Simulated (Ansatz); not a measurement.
# P: computed properties

Method: DFT PBE, scalar-relativistic, plane waves, PAW (Ansatz).

Plane waves to 420 eV, a k mesh through Γ of 8×8×20 on the computed 4-atom cell and Gaussian smearing (0.10 eV); no spin polarisation.

The structure is relaxed at this level of theory with its symmetry kept, and needn't be the ground state of this composition.

```cif
data_structure
_symmetry_space_group_name_H-M 'P4/mmm'
_symmetry_Int_Tables_number 123
_cell_length_a 5.7501
_cell_length_b 5.7501
_cell_length_c 2.4032
_cell_angle_alpha 90.000
_cell_angle_beta 90.000
_cell_angle_gamma 90.000
_cell_volume 79.46
loop_
_atom_site_label
_atom_site_type_symbol
_atom_site_symmetry_multiplicity
_atom_site_Wyckoff_symbol
_atom_site_fract_x
_atom_site_fract_y
_atom_site_fract_z
_atom_site_occupancy
P1 P 4 l 0.70062 0.00000 0.00000 1
```

(1) Energy over the standard state (uncorrected)?

(2) Kohn–Sham band gap?

(3) Density of states at the Fermi level?

(4) Orbital (Löwdin) character within 0.5 eV of the Fermi level?

(5) Bader charge by site (e)?

Results:

(1) +0.250 eV/atom.

(2) none (metal).

(3) 1.9 states/eV per cell.

(4) P 3p 69 %, P 3s 23 %, unprojected 8 %.

(5) P (4 in the cell) 0.00.

The cell was found from a structure generator's guess, not taken from experiment. Löwdin shares on free-atom orbitals overweight diffuse shells.
